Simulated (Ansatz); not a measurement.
## CoO under changes of volume

One of the cells (11.411 Å³/atom); the others are scaled copies at fixed shape and fractional positions:

```
Co O
1.0
     1.60222    0.92504    2.56647
    -1.60222    0.92504    2.56647
     0.00000   -1.85008    2.56647
Co O
1 1
Direct
  0.99898 0.99898 0.99898
  0.75102 0.75102 0.75102
```

Measurements of this composition are mostly on another form, of space group No. 225.

```yaml
Program: Ansatz 0.2.0
Functional: LDA
Potentials_or_basis: Ansatz PAW
Cutoff: "420 eV (not typed: the program's choice for these potentials)"
k_mesh: 10 × 10 × 10
Occupations: fermi-dirac, width 0.05 eV
Spin: collinear spin, ferromagnetic start
Starting_moments: "[2.0, 0.0] μB"
```

```csv
volume (Å³/atom),energy over the lowest point (meV/atom),pressure (GPa),moment (μB per cell),largest force (eV/Å)
10.727,0.00,-13.8,1.90,0.274
10.955,?,?,?,?
11.183,39.42,-14.4,2.50,0.217
11.411,60.97,-15.8,2.64,0.190
11.640,84.49,-17.3,2.74,0.165
11.868,110.03,-18.8,2.82,0.141
12.096,137.72,-20.2,2.88,0.122
```

Q: What does the run at 10.955 Å³/atom give?

A: Energy over the lowest point 19.86 meV/atom; pressure -13.1 GPa; moment 2.33 μB per cell; largest force 0.247 eV/Å.

Worked out: A Birch-Murnaghan fit of order 3 (a polynomial in V^(-2/3)) to the other rows has no minimum within the range. It gives 19.21 meV/atom at 10.955 Å³/atom, against the run's 19.86, and -dE/dV = -13.8 GPa, against -13.1. A parabola through the other rows of the moment, of slope 1.18 μB per Å³/atom there, gives 2.21 μB, against the run's 2.33.

Energies are extrapolated to zero smearing.

Caveats: a cell with one magnetic atom can't hold antiferromagnetic order, which such compounds often take; the PAW data sets come from PBE, with cores solved anew for the run's functional, which leaves a small shift of forces and pressure.
